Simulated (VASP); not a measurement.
The system is C.

```xyz
8
Lattice="2.5221 0.0000 0.0000 -1.2611 2.1842 0.0000 0.0000 0.0000 8.2371" Properties=species:S:1:pos:R:3 pbc="T T T"
C     1.2611    0.7281    6.9501
C     0.0000    1.4561    2.8315
C     1.2611    0.7281    5.4056
C     0.0000    1.4561    1.2870
C     0.0000    0.0000    7.4649
C     0.0000    0.0000    3.3463
C     0.0000    0.0000    4.8908
C     0.0000    0.0000    0.7722
```

This is a hexagonal form of diamond, not graphite.

```yaml
Program: VASP 6.6.1
Task: relaxation of cell and atoms
Functional: optPBE-vdW
Potentials_or_basis: VASP PAW PBE potentials, release 64 (C)
Cutoff: 600 eV
k_mesh: 12 × 12 × 4
Occupations: fermi-dirac, width 0.05 eV
Spin: no spin polarisation
```

At the start: pressure 6.4 GPa; volume 5.67 Å³/atom.

Problem. Where does the relaxation end?

Solution. Over 6 steps the energy falls by 4.1 meV/atom and the volume is 5.75 Å³/atom (+1.5 %); space group P6_3/mmc (No. 194, to 0.05 Å).

Step by step:
```
step  energy change (eV)  largest force (eV/Å)  pressure (GPa)  volume (Å³)
   1              0.0000                0.3443            6.38        45.38
   2              0.0167                0.5063           -7.01        46.87
   3             -0.0324                0.0506            0.11        46.03
   4             -0.0324                0.0431            0.23        46.02
   5             -0.0324                0.0583           -0.20        46.06
   6             -0.0326                0.0084            0.01        46.04
```

Final structure:
```cif
data_structure
_symmetry_space_group_name_H-M 'P 1'
_symmetry_Int_Tables_number 1
_cell_length_a 2.5260
_cell_length_b 2.5260
_cell_length_c 8.3315
_cell_angle_alpha 90.000
_cell_angle_beta 90.000
_cell_angle_gamma 120.000
_cell_volume 46.04
loop_
_atom_site_label
_atom_site_type_symbol
_atom_site_fract_x
_atom_site_fract_y
_atom_site_fract_z
_atom_site_occupancy
C1 C 0.66667 0.33333 0.84449 1
C2 C 0.33333 0.66667 0.34448 1
C3 C 0.66667 0.33333 0.65551 1
C4 C 0.33333 0.66667 0.15551 1
C5 C 0.00000 0.00000 0.90703 1
C6 C 0.00000 0.00000 0.40703 1
C7 C 0.00000 0.00000 0.59297 1
C8 C 0.00000 0.00000 0.09297 1
```

Caveat: the PAW data sets were made with another functional, which shifts forces and pressure a little.
